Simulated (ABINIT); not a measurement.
# CuI (Marshite) (F-43m) in ABINIT: single point with PBEsol

Aim: the single point of CuI (Marshite) with PBEsol.

Program: ABINIT 10.8.3 (patched build). These are calculated values, not measurements. Logs are shortened: lines on timing, memory, paths and dates and some standing lists are left out, and cuts for length are marked. The log counts tension as positive stress, the text compression.

## (1) The crystal as given

It takes space group F-43m (No. 216, cubic). Conventional cell: a = 6.063 Å, b = 6.063 Å, c = 6.063 Å, α = 90.00°, β = 90.00°, γ = 90.00°. I (site symmetry -43m) is surrounded by 4 Cu at 2.63 Å. Cu (site symmetry -43m) has 4 I at 2.63 Å as nearest neighbours.

## (2) Single point, PBEsol

run.abi reads:

```
# Pseudopotentials
pp_dirpath "./"
pseudos "I.upf, Cu.upf"

# Structure
acell 3*1.0
rprim
     0.0000000000     5.7287047468     5.7287047468
     5.7287047468     0.0000000000     5.7287047468
     5.7287047468     5.7287047468     0.0000000000
ntypat 2
znucl 53 29
natom 2
typat 1 2
xred
     0.0000000000     0.0000000000     0.0000000000
     0.7500000000     0.7500000000     0.7500000000

# Plane-wave basis
ecut 42.0

# k points
kptopt 1
ngkpt 6 6 6
nshiftk 1
shiftk 0.0 0.0 0.0

# Exchange and correlation
ixc -116133

# Bands and occupations
nband 17
occopt 3
tsmear 0.00183747

# SCF cycle
nstep 100
tolvrs 1.0e-10

# Output
iomode 3
prtwf 0
prtden 0
prteig 0
prtebands 0
enunit 1
prtvol 2
```

Potentials or basis: PseudoDojo NC SR PBEsol v0.4.1 standard.

Started as:

```sh
$ abinit run.abi > log 2>&1
```

run.abo:

```text
.Version 10.8.3 of ABINIT
 Symmetries : space group F-4 3 m (#216); Bravais cF (face-center cubic)
================================================================================
 Values of the parameters that define the memory need of the present run
     intxc =       0    ionmov =       0      iscf =       7    lmnmax =       6
     lnmax =       6     mgfft =      48  mpssoang =       3    mqgrid =    3001
     natom =       2  nloc_mem =       1    nspden =       1   nspinor =       1
    nsppol =       1      nsym =      24    n1xccc =    2501    ntypat =       2
    occopt =       3   xclevel =       2
       mpw =        4897          nfft =      110592          nkpt =          16
================================================================================
================================================================================

--------------------------------------------------------------------------------
------------- Echo of variables that govern the present computation ------------
--------------------------------------------------------------------------------
 -outvars: echo values of preprocessed input variables --------
            acell      1.0000000000E+00  1.0000000000E+00  1.0000000000E+00 Bohr
              amu      1.26904470E+02  6.35460000E+01
             ecut      4.20000000E+01 Hartree
           enunit           1
              ixc     -116133
         kptrlatt        6    0    0      0    6    0      0    0    6
          kptrlen      4.86096717E+01
            natom           2
            nband          17
            ngfft          48      48      48
             nkpt          16
            nstep         100
             nsym          24
           ntypat           2
           occopt           3
           prtden           0
        prtebands           0
           prteig           0
           prtvol           2
            prtwf           0
            rprim      0.0000000000E+00  5.7287047468E+00  5.7287047468E+00
                       5.7287047468E+00  0.0000000000E+00  5.7287047468E+00
                       5.7287047468E+00  5.7287047468E+00  0.0000000000E+00
          spgroup         216
           tolvrs      1.00000000E-10
           tsmear      1.83747000E-03 Hartree
            typat      1  2
           xangst      0.0000000000E+00  0.0000000000E+00  0.0000000000E+00
                       4.5472499969E+00  4.5472499969E+00  4.5472499969E+00
            xcart      0.0000000000E+00  0.0000000000E+00  0.0000000000E+00
                       8.5930571202E+00  8.5930571202E+00  8.5930571202E+00
             xred      0.0000000000E+00  0.0000000000E+00  0.0000000000E+00
                       7.5000000000E-01  7.5000000000E-01  7.5000000000E-01
            znucl       53.00000   29.00000

================================================================================

 chkinp: Checking input parameters for consistency.

================================================================================
== DATASET  1 ==================================================================

--- !DatasetInfo
iteration_state: {dtset: 1, }
dimensions: {natom: 2, nkpt: 16, mband: 17, nsppol: 1, nspinor: 1, nspden: 1, mpw: 4897, }
cutoff_energies: {ecut:  42.0, pawecutdg:  -1.0, }
electrons: {nelect:   2.60000000E+01, charge:   0.00000000E+00, occopt:   3.00000000E+00, tsmear:   1.83747000E-03, }
meta: {optdriver: 0, ionmov: 0, optcell: 0, iscf: 7, paral_kgb: 0, }
...

 Real(R)+Recip(G) space primitive vectors, cartesian coordinates (Bohr,Bohr^-1):
 R(1)=  0.0000000  5.7287047  5.7287047  G(1)= -0.0872798  0.0872798  0.0872798
 R(2)=  5.7287047  0.0000000  5.7287047  G(2)=  0.0872798 -0.0872798  0.0872798
 R(3)=  5.7287047  5.7287047  0.0000000  G(3)=  0.0872798  0.0872798 -0.0872798
 Unit cell volume ucvol=  3.7600993E+02 bohr^3
 Angles (23,13,12)=  6.00000000E+01  6.00000000E+01  6.00000000E+01 degrees

 getcut: wavevector=  0.0000  0.0000  0.0000  ngfft=  48  48  48
         ecut(hartree)=     42.000   => boxcut(ratio)=   2.03086

--- Pseudopotential description ------------------------------------------------
- pspini: atom type   1  psp file is ./I.upf
12 -116133 2 -1 1182                          pspcod,pspxc,lmax,lloc,mmax
     nproj     2     2     2

- pspini: atom type   2  psp file is ./Cu.upf
12 -116133 2 -1 1492                          pspcod,pspxc,lmax,lloc,mmax
     nproj     2     2     2

   1.03420922E+03                                ecore*ucvol(ha*bohr**3)
--------------------------------------------------------------------------------

================================================================================

--- !BeginCycle
iteration_state: {dtset: 1, }
solver: {iscf: 7, nstep: 100, nline: 4, wfoptalg: 0, }
tolerances: {tolvrs: 1.00E-10, }
...

     iter   Etot(hartree)      deltaE(h)  residm     vres2
 ETOT  1  -195.92846628756    -1.959E+02 2.799E-01 2.522E+04
[... 52 lines left out ...]
...

 Integrated electronic density in atomic spheres:
 ------------------------------------------------
 Atom  Sphere_radius  Integrated_density
    1        2.00000          2.86627061
    2        2.00000         17.36004137
================================================================================

 ----iterations are completed or convergence reached----

 Mean square residual over all n,k,spin=   15.391E-12; max=  38.709E-10
   0.0000  0.0000  0.0000    1  6.57501E-15 kpt; spin; max resid(k); each band:
  1.40E-15 7.43E-16 7.50E-16 7.46E-16 1.45E-16 6.14E-15 6.14E-15 6.14E-15
  1.72E-15 1.64E-15 6.58E-15 6.48E-15 6.42E-15 1.24E-15 8.68E-16 8.68E-16
  8.68E-16
   0.1667  0.0000  0.0000    1  6.81573E-15 kpt; spin; max resid(k); each band:
  1.81E-15 7.48E-16 7.54E-16 5.29E-16 3.06E-16 5.00E-15 6.07E-15 6.07E-15
  3.71E-15 3.45E-15 5.42E-15 6.82E-15 6.81E-15 1.67E-15 1.85E-15 1.01E-15
  1.01E-15
   0.3333  0.0000  0.0000    1  6.57193E-15 kpt; spin; max resid(k); each band:
  1.91E-15 3.97E-16 6.56E-16 6.55E-16 2.76E-16 2.45E-15 5.88E-15 5.88E-15
  3.16E-15 2.71E-15 3.18E-15 6.57E-15 6.52E-15 2.40E-15 1.44E-15 1.50E-15
  1.55E-15
   0.5000  0.0000  0.0000    1  6.18350E-15 kpt; spin; max resid(k); each band:
  1.74E-15 3.40E-16 5.97E-16 5.96E-16 2.32E-16 1.53E-15 5.75E-15 5.75E-15
  9.47E-16 9.44E-16 1.54E-15 5.97E-15 6.18E-15 2.78E-15 1.52E-15 1.52E-15
  1.63E-15
   0.1667  0.1667  0.0000    1  7.43523E-15 kpt; spin; max resid(k); each band:
[... 32 lines left out ...]
  2.42E-15 3.57E-16 4.70E-16 6.79E-16 2.42E-16 2.63E-15 3.24E-15 3.15E-15
  3.68E-15 1.72E-15 2.05E-16 3.94E-15 4.09E-15 3.34E-15 5.10E-15 2.94E-11
  1.03E-15
   0.5000  0.3333  0.1667    1  2.81741E-10 kpt; spin; max resid(k); each band:
  2.11E-15 4.32E-16 5.40E-16 5.96E-16 2.90E-16 2.66E-15 3.78E-15 4.80E-15
  4.10E-15 1.94E-15 2.97E-15 4.34E-15 5.09E-15 3.15E-15 1.90E-15 1.62E-15
  2.82E-10
  -0.3333  0.3333  0.1667    1  2.73645E-12 kpt; spin; max resid(k); each band:
  2.24E-15 4.66E-16 4.03E-16 4.04E-16 2.57E-16 2.05E-15 3.53E-15 3.90E-15
  3.85E-15 3.16E-15 2.53E-15 2.46E-15 4.91E-15 3.19E-15 1.94E-15 1.77E-15
  2.74E-12
  -0.3333  0.5000  0.1667    1  4.78730E-15 kpt; spin; max resid(k); each band:
  2.29E-15 5.18E-16 4.11E-16 4.42E-16 2.49E-16 2.47E-15 3.21E-15 2.50E-15
  4.79E-15 1.55E-15 7.96E-16 1.73E-15 3.45E-15 2.61E-15 3.62E-15 1.16E-15
  2.32E-15
 reduced coordinates (array xred) for    2 atoms
       0.000000000000      0.000000000000      0.000000000000
       0.750000000000      0.750000000000      0.750000000000
 rms dE/dt=  7.6160E-28; max dE/dt=  1.0771E-27; dE/dt below (all hartree)
    1       0.000000000000      0.000000000000      0.000000000000
    2       0.000000000000      0.000000000000     -0.000000000000

 cartesian coordinates (angstrom) at end:
    1      0.00000000000000     0.00000000000000     0.00000000000000
    2      4.54724999691269     4.54724999691269     4.54724999691269

 cartesian forces (hartree/bohr) at end:
    1     -0.00000000000000    -0.00000000000000     0.00000000000000
    2      0.00000000000000     0.00000000000000    -0.00000000000000
 frms,max,avg= 9.0003295E-29 1.4100806E-28   0.000E+00  0.000E+00  0.000E+00 h/b

 cartesian forces (eV/Angstrom) at end:
    1     -0.00000000000000    -0.00000000000000     0.00000000000000
    2      0.00000000000000     0.00000000000000    -0.00000000000000
 frms,max,avg= 4.6281555E-27 7.2509262E-27   0.000E+00  0.000E+00  0.000E+00 e/A
 length scales=  1.000000000000  1.000000000000  1.000000000000 bohr
              =  0.529177210544  0.529177210544  0.529177210544 angstroms
 Fermi (or HOMO) energy (eV) =   4.33754   Average Vxc (eV)=  -9.31476
 Eigenvalues (   eV  ) for nkpt=  16  k points:
 kpt#   1, nband= 17, wtk=  0.00463, kpt=  0.0000  0.0000  0.0000 (reduced coord)
-107.38864  -64.96729  -64.96729  -64.96729  -10.26497    0.14979    0.14979    0.14979
   1.96011    1.96011    3.81783    3.81783    3.81783    4.79675    8.63725    8.63725
   8.63725
 kpt#   2, nband= 17, wtk=  0.03704, kpt=  0.1667  0.0000  0.0000 (reduced coord)
-107.38863  -64.96722  -64.96722  -64.96719  -10.13953   -0.37151    0.15851    0.15851
   1.95155    1.95155    2.93924    3.62330    3.62330    5.75535    8.60819    8.99160
   8.99160
 kpt#   3, nband= 17, wtk=  0.03704, kpt=  0.3333  0.0000  0.0000 (reduced coord)
-107.38863  -64.96724  -64.96723  -64.96723   -9.86425   -1.36124    0.16891    0.16891
   1.96410    1.96410    2.26034    3.27475    3.27475    5.94733    9.24775    9.24775
  10.10525
 kpt#   4, nband= 17, wtk=  0.01852, kpt=  0.5000  0.0000  0.0000 (reduced coord)
-107.38863  -64.96739  -64.96726  -64.96726   -9.71151   -1.83339    0.17013    0.17013
   1.99202    1.99202    2.03797    3.10457    3.10457    5.85817    9.17520    9.17520
  11.07386
 kpt#   5, nband= 17, wtk=  0.02778, kpt=  0.1667  0.1667  0.0000 (reduced coord)
[... 32 lines left out ...]
-107.38863  -64.96734  -64.96722  -64.96722   -9.52412   -1.81212    0.02929    0.02929
   1.92998    2.00955    2.05557    2.32008    2.32008    6.40501    6.63837   12.86829
  13.57575
 kpt#  14, nband= 17, wtk=  0.11111, kpt=  0.5000  0.3333  0.1667 (reduced coord)
-107.38863  -64.96731  -64.96726  -64.96725   -9.67446   -1.37871   -0.34803    0.09696
   1.89717    1.98105    2.21583    2.40692    2.84267    7.58017    7.98468    9.12832
  11.58454
 kpt#  15, nband= 17, wtk=  0.11111, kpt= -0.3333  0.3333  0.1667 (reduced coord)
-107.38863  -64.96731  -64.96726  -64.96723   -9.57019   -1.42991   -0.64698    0.05373
   1.86819    1.96309    2.10330    2.32926    2.67762    7.71144    8.38005    9.72305
  11.29556
 kpt#  16, nband= 17, wtk=  0.05556, kpt= -0.3333  0.5000  0.1667 (reduced coord)
-107.38863  -64.96732  -64.96725  -64.96723   -9.52128   -1.52520   -0.50533   -0.04426
   1.90932    1.91487    2.04743    2.24120    2.51895    7.56449    7.66153   10.85627
  10.89355
 Total charge density [el/Bohr^3]
)     Maximum=    4.3844E+00  at reduced coord.    0.7292    0.7917    0.7917
)Next maximum=    4.3844E+00  at reduced coord.    0.6875    0.7917    0.7917
)     Minimum=    9.2115E-04  at reduced coord.    0.0000    0.0000    0.0000
)Next minimum=    1.5109E-03  at reduced coord.    0.5000    0.5000    0.5000
   Integrated=    2.6000E+01

--- !EnergyTerms
iteration_state     : {dtset: 1, }
comment             : Components of total free energy in Hartree
kinetic             :  9.05237896595884E+01
hartree             :  9.17736234424705E+01
xc                  : -2.70957353092852E+01
Ewald energy        : -9.13430046985448E+01
psp_core            :  2.75048378512895E+00
local_psp           : -2.37334679040187E+02
non_local_psp       : -3.16897107558125E+01
internal            : -2.02415232916642E+02
'-kT*entropy'       : -3.84384659575021E-08
total_energy        : -2.02415232955080E+02
total_energy_eV     : -5.50799908601092E+03
band_energy         : -2.21795117912516E+01
...

 Cartesian components of stress tensor (hartree/bohr^3)
  sigma(1 1)=  9.43762643E-05  sigma(3 2)=  0.00000000E+00
  sigma(2 2)=  9.43762643E-05  sigma(3 1)=  0.00000000E+00
  sigma(3 3)=  9.43762643E-05  sigma(2 1)=  0.00000000E+00

-Cartesian components of stress tensor (GPa)         [Pressure= -2.7766E+00 GPa]
- sigma(1 1)=  2.77664556E+00  sigma(3 2)=  0.00000000E+00
- sigma(2 2)=  2.77664556E+00  sigma(3 1)=  0.00000000E+00
- sigma(3 3)=  2.77664556E+00  sigma(2 1)=  0.00000000E+00

== END DATASET(S) ==============================================================
================================================================================

 -outvars: echo values of variables after computation  --------
            acell      1.0000000000E+00  1.0000000000E+00  1.0000000000E+00 Bohr
           etotal     -2.0241523296E+02
            fcart     -4.7002688080E-29 -4.7002688080E-29  1.4100806424E-28
                       4.7002688080E-29  4.7002688080E-29 -1.4100806424E-28
            rprim      0.0000000000E+00  5.7287047468E+00  5.7287047468E+00
                       5.7287047468E+00  0.0000000000E+00  5.7287047468E+00
                       5.7287047468E+00  5.7287047468E+00  0.0000000000E+00
           strten      9.4376264289E-05  9.4376264289E-05  9.4376264289E-05
                       0.0000000000E+00  0.0000000000E+00  0.0000000000E+00
           xangst      0.0000000000E+00  0.0000000000E+00  0.0000000000E+00
                       4.5472499969E+00  4.5472499969E+00  4.5472499969E+00
             xred      0.0000000000E+00  0.0000000000E+00  0.0000000000E+00
                       7.5000000000E-01  7.5000000000E-01  7.5000000000E-01
 Calculation completed.
```

It took 61 s on 1 thread of Arm Neoverse V2, shared host; peak memory 0.1 GiB.

What came out:

```
Free energy                                           : -5507.9991 eV
Pressure                                              : -2.8 GPa
Band gap on the k mesh                                : 0.98 eV, direct
Valence electrons inside the program's atomic spheres : I 2.87; Cu 17.36
```

Caveat: spin-orbit coupling is left out, which moves the levels of the heavy elements.
